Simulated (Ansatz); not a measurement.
**As2Pt: the cell at several levels of theory**

The task here is to estimate one member of a computed series from the others.

The runs shown are made with Ansatz 0.2.0. PAW datasets, plane waves, zero pressure. (Simulation; spin polarisation is off.)

## Starting point

Space group Pa-3 (No. 205), cubic; conventional cell a = 5.966 Å, 17.70 Å³ an atom. Around As lie 1 As at 2.42 Å and 3 Pt at 2.49 Å; around Pt lie 6 As at 2.49 Å.

The structure in full:

Space group Pa-3 (No. 205). a = 5.966 Å, b = 5.966 Å, c = 5.966 Å, α = 90.00°, β = 90.00°, γ = 90.00°
| atom | site | symmetry | x | y | z |
| --- | --- | --- | --- | --- | --- |
| As | 8c | .3. | 0.3830 | 0.3830 | 0.3830 |
| Pt | 4a | .-3. | 0.0000 | 0.0000 | 0.0000 |

The first run:

Input file input.yaml:

```yaml
crystal:
  lattice:
    - [5.9665, 0.0, 0.0]
    - [0.0, 5.9665, 0.0]
    - [0.0, 0.0, 5.9665]
  atoms:
    - { symbol: As, position: [0.383, 0.383, 0.383] }
    - { symbol: As, position: [0.117, 0.617, 0.883] }
    - { symbol: As, position: [0.883, 0.117, 0.617] }
    - { symbol: As, position: [0.617, 0.883, 0.117] }
    - { symbol: As, position: [0.617, 0.617, 0.617] }
    - { symbol: As, position: [0.883, 0.383, 0.117] }
    - { symbol: As, position: [0.117, 0.883, 0.383] }
    - { symbol: As, position: [0.383, 0.117, 0.883] }
    - { symbol: Pt, position: [0.0, 0.0, 0.0] }
    - { symbol: Pt, position: [0.5, 0.0, 0.5] }
    - { symbol: Pt, position: [0.5, 0.5, 0.0] }
    - { symbol: Pt, position: [0.0, 0.5, 0.5] }
kpoints:
  mp_grid: { grid: [4, 4, 4] }
hamiltonian:
  xc: pbe
scf:
  occupations: { method: fermi_dirac, width: 0.02 }
relax:
  f_tol: 0.005
  cell: {}
```

Run with:

```console
$ ansatz run input.yaml --threads 4 --pin off --max-ram 7372MiB --backend cpu --events-out ev --progress --plain --runs-dir out
```

Among the steps run: Relaxing with PBE; r2SCAN: cell and atoms; Relaxing with PBEsol; Relaxing with LDA.

One of the session's tables, all rows but one given; the rest of the session is left out.

```
 level  a (Å)  volume (Å³/atom)
   PBE  6.058            18.523
r2SCAN  6.009            18.085
PBEsol      ?                 ?
   LDA  5.943            17.495
```

Estimate the missing values for PBEsol.

As computed: a (Å): 5.981; volume (Å³/atom): 17.825. In the column «a (Å)» it lies between LDA (5.943) and r2SCAN (6.009).

What this shows: From the start to the first minimum the volume moved by +4.6 %. LDA gives the smallest cell and PBE the largest; they differ by 5.9 % in volume, a mean of 1.9 % in length.
